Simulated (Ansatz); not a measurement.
# Au under changes of volume

One of the cells (17.771 Å³/atom); the others are scaled copies at fixed shape and fractional positions:

```
Au
1.0
     2.90000    0.00000    0.00000
    -1.45000    2.51147    0.00000
     0.00000    0.00000    4.88000
Au
2
Direct
  0.66667 0.33333 0.25000
  0.33333 0.66667 0.75000
```

This isn't the form of Au at room conditions, which is fcc.

| Item | Value |
| --- | --- |
| Program | Ansatz 0.2.0 |
| Functional | PBEsol |
| Potentials or basis | Ansatz PAW |
| Cutoff | 420 eV (not typed: the program's choice for these potentials) |
| k mesh | 11 × 11 × 6 |
| Occupations | fermi-dirac, width 0.05 eV |
| Spin | no spin polarisation |

```csv
volume (Å³/atom),energy over the lowest point (meV/atom),pressure (GPa)
16.705,?,?
17.060,0.00,-0.3
17.416,4.34,-3.6
17.771,15.49,-6.4
18.127,32.61,-8.9
18.482,54.92,-11.1
18.837,81.72,-13.0
```

**Question.** What does the run at 16.705 Å³/atom give?

**Answer.** Energy over the lowest point 3.44 meV/atom; pressure 3.5 GPa.

Worked out: A Birch-Murnaghan fit of order 3 (a polynomial in V^(-2/3)) to the other rows has its minimum at 17.03 Å³/atom, just outside them, with B0 = V·E''(V) = 170 GPa and B' = 5.4 at fixed shape and positions, which overstates the stiffness. It gives 3.46 meV/atom at 16.705 Å³/atom, against the run's 3.44, and -dE/dV = 3.5 GPa, against 3.5.

Energies are extrapolated to zero smearing.

Caveats: the PAW data sets come from PBE, with cores solved anew for the run's functional, which leaves a small shift of forces and pressure.
